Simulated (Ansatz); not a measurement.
Input and command of a calculation in Ansatz (plane waves; scalar-relativistic PAW potentials unless the input names others):

```yaml
crystal:
  lattice:
    - [2.5180184915, 0.0, 0.0]
    - [-1.2590092457, 2.1806679808, 0.0]
    - [0.0, 0.0, 8.3045881819]
  atoms:
    - { symbol: C, position: [-0.089355976, -0.089355976, 0.0929681641] }
    - { symbol: C, position: [0.0, 0.0, 0.5929681641] }
    - { symbol: C, position: [0.0, 0.0, 0.4070318359] }
    - { symbol: C, position: [0.0, 0.0, 0.9070318359] }
    - { symbol: C, position: [0.3333333333, 0.6666666667, 0.1555285626] }
    - { symbol: C, position: [0.6666666667, 0.3333333333, 0.6555285626] }
    - { symbol: C, position: [0.3333333333, 0.6666666667, 0.3444714374] }
    - { symbol: C, position: [0.6666666667, 0.3333333333, 0.8444714374] }
  symmetry: { detect: false }
basis:
  ecutwfc: 420
kpoints:
  mp_grid: { grid: [12, 12, 4] }
hamiltonian:
  xc: pbe
scf:
  occupations: { method: gaussian, width: 0.05 }
output:
  forces: true
  eigenvalues: true
  stress: true
```

```bash
ansatz run input.yaml --threads 2 --pin off --max-ram 5120MiB --backend cpu --events-out ev --progress --plain --runs-dir out
```

Abridged log:
```
Pseudopotentials: kind: paw
Pseudopotential: C, paw, valence charge 4, recommended cutoff 420 eV (normal)
Functional definition: PBE
Crystal: 8 atoms, lattice volume = 45.600 Å³
Basis set: ecut = 420 eV, 909 PW (Γ), exchange–correlation on 36×36×120 points (8 copies of the dense FFT grid, shifted against one another)
Bands: 24, of which v1, the nominal top of the filled ones, is band 16 counted from 1 (15 counted from 0)
Symmetry: 1 space group operations
k-points: 292 of 576 (time reversal used)
Initial density: superposition of atomic densities (neutral atoms: chi_scale 0, normalization atom), corrected by the library's trained network
Initial wavefunctions: pseudopotential atomic-orbital guess
Functional: x = pbe(κ = 0.804, μ = 0.21951497), c = pbe(β = 0.06672455)
SCF iter   1: F=—  HF=-2005.452778 eV  |F-HF|=—  |Δ(HF+E_count)|=         —  Δρ=3.85e-3  dr2=1.18e-2  ethr=1.77e-3  ⟨swp⟩=5.9  Hψ=33742  notcnv=0  defer=121
SCF iter   2: F=—  HF=-2005.450614 eV  |F-HF|=—  |Δ(HF+E_count)|=   2.16e-3  Δρ=1.73e-3  dr2=1.19e-3  ethr=3.68e-5  ⟨swp⟩=1.8  Hψ=11695  notcnv=0  defer=419
SCF iter   3: F=—  HF=-2005.450655 eV  |F-HF|=—  |Δ(HF+E_count)|=   4.08e-5  Δρ=5.35e-4  dr2=7.69e-5  ethr=3.71e-6  ⟨swp⟩=2.6  Hψ=9801  notcnv=0  defer=155
automatic band count: iteration 3 solves 23 bands in place of 24: the levels show a gap, and the empty bands left out lie too high to hold charge; the band table lists the bands solved (type scf.n_extra_bands for more)
SCF iter   4: F=—  HF=-2005.450688 eV  |F-HF|=—  |Δ(HF+E_count)|=   3.32e-5  Δρ=1.36e-4  dr2=3.15e-6  ethr=2.40e-7  ⟨swp⟩=2.2  Hψ=9526  notcnv=0  defer=155
SCF iter   5: F=—  HF=-2005.450689 eV  |F-HF|=—  |Δ(HF+E_count)|=   1.34e-6  Δρ=2.19e-5  dr2=2.07e-7  ethr=9.84e-9  ⟨swp⟩=2.1  Hψ=9900  notcnv=0  defer=155
SCF iter   6: F=-2005.450689 eV  HF=-2005.450689 eV  |F-HF|=3.14e-9  |Δ(HF+E_count)|=   5.44e-9  Δρ=4.97e-6  dr2=4.21e-9  ethr=3.13e-10  ⟨swp⟩=8.3  Hψ=28929  notcnv=0
SCF 1 converged in 6 iterations: F = -2005.450689 eV  dr2 = 4.21e-9
SCF converged after 6 iterations
Free energy (F): -2005.450689 eV
Harris-Foulkes:  -2005.450689 eV  (|F-HF|=3.14e-9)
Internal energy: -2005.450689 eV  (E = F + TS)
E sigma→0 (E₀):  -2005.450689 eV
Fermi energy:    15.945641 eV
--- Forces (eV/Å), atoms counted from 1 ---
  atom   1  C      6.05342107     6.03778348    -1.70710530
  atom   2  C      0.00338277    -0.00181480     0.00267679
  atom   3  C     -0.01044803    -0.01631762    -0.02614611
  atom   4  C     -0.78577567    -1.12410522     0.11964624
  atom   5  C     -5.21499097    -4.64167783     1.68652071
  atom   6  C     -0.07572113    -0.13269786    -0.02581707
  atom   7  C      0.03166128    -0.02248611    -0.02595949
  atom   8  C     -0.00153082    -0.09868730    -0.02380760
--- Stress (GPa, compression-positive) ---
        6.963464       2.927592      -3.987876
        2.927591       4.565751      -0.161910
       -3.987879      -0.161917       2.520417
  P = ⅓ Tr σ = 4.6832 GPa (46.832 kbar)
```

Apart from outputs and empty bands, the input differs from a reference run on usual settings in crystal.symmetry: not typed → {"detect": false}. The reference, at the same geometry (not necessarily relaxed), gave pressure 4.68 GPa, largest force 8.719 eV/Å, gap on the mesh 1.82 eV. This run converged in 6 SCF iterations (reference: 6) with an energy at zero smearing within 0.01 meV/atom of the reference's, pressure 4.68 GPa, largest force 8.719 eV/Å, gap on the mesh 1.82 eV.

The run took 25 s on 2 threads of Intel(R) Xeon(R) Processor @ 2.50GHz (Skylake/Cascade Lake) (shared host), peak memory 0.58 GiB.